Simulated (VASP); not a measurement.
A VASP 6.6.1 single-point calculation on Mg₂Si

INCAR

```
EDIFF = 1E-7
ISIF = 2
LASPH = .TRUE.
IBRION = -1
ENCUT = 520
METAGGA = RSCAN
SIGMA = 0.02
ISMEAR = -1
NELM = 67
LREAL = .FALSE.
NSW = 0
LWAVE = .FALSE.
LCHARG = .FALSE.
NBANDS = 11
PREC = Accurate
```

KPOINTS

```
KPOINTS created by Atomic Simulation Environment
0
Gamma
8 8 8
0 0 0
```

POSCAR

```
Si Mg
 1.0000000000000000
     0.0000000000000000    3.2640320809999999    3.2640320809999999
     3.2640320809999999    0.0000000000000000    3.2640320809999999
     3.2640320809999999    3.2640320809999999    0.0000000000000000
 Si  Mg
   1   2
Cartesian
  0.0000000000000000  0.0000000000000000  0.0000000000000000
  1.6320160404999999  1.6320160404999999  1.6320160404999999
  4.8960481214999998  4.8960481214999998  4.8960481214999998
```

The recommended PBE PAW datasets give the neutral cell 8 valence electrons.

Command

```
mpirun -np 1 vasp_std
```

Task: How does this run end, and what does it give?

Result: It converged. Results: gap between bands v and c on the k mesh 0.52 eV; least direct gap on the k mesh 1.88 eV; pressure -4.7 GPa. Band v is the last that the valence electrons fill when counted band by band, and c is the next.

OSZICAR

```
N       E                     dE             d eps       ncg     rms          rms(c)
DAV:   1    -0.937941115164E+01   -0.93794E+01   -0.26342E+03   638   0.528E+02
DAV:   2    -0.228916322455E+02   -0.13512E+02   -0.12720E+02   824   0.666E+01
DAV:   3    -0.234831323355E+02   -0.59150E+00   -0.58989E+00   813   0.112E+01
DAV:   4    -0.234876713724E+02   -0.45390E-02   -0.45385E-02   764   0.126E+00
DAV:   5    -0.234877267184E+02   -0.55346E-04   -0.55345E-04   790   0.138E-01    0.391E+00
DAV:   6    -0.223992597772E+02    0.10885E+01   -0.10403E+00   698   0.400E+00    0.234E+00
DAV:   7    -0.223716812121E+02    0.27579E-01   -0.38543E-01   726   0.242E+00    0.115E+00
DAV:   8    -0.223815580040E+02   -0.98768E-02   -0.21914E-02   705   0.895E-01    0.210E-01
DAV:   9    -0.223816041606E+02   -0.46157E-04   -0.47954E-04   765   0.118E-01    0.943E-02
DAV:  10    -0.223816841915E+02   -0.80031E-04   -0.97675E-05   694   0.674E-02    0.178E-02
DAV:  11    -0.223816828427E+02    0.13488E-05   -0.11702E-06   792   0.670E-03    0.112E-02
DAV:  12    -0.223816802993E+02    0.25434E-05   -0.24023E-07   740   0.311E-03    0.190E-03
DAV:  13    -0.223816800933E+02    0.20600E-06   -0.34422E-08   421   0.848E-04    0.903E-04
DAV:  14    -0.223816800312E+02    0.62118E-07   -0.73243E-09   382   0.433E-04
   1 F= -.22381680E+02 E0= -.22381680E+02  d E =-.167977E-07
```

For comparison, a separate PBE run of the intended cell, on usual settings and not on those above, gives a gap of 0.29 eV on its mesh and a pressure of -3.7 GPa.
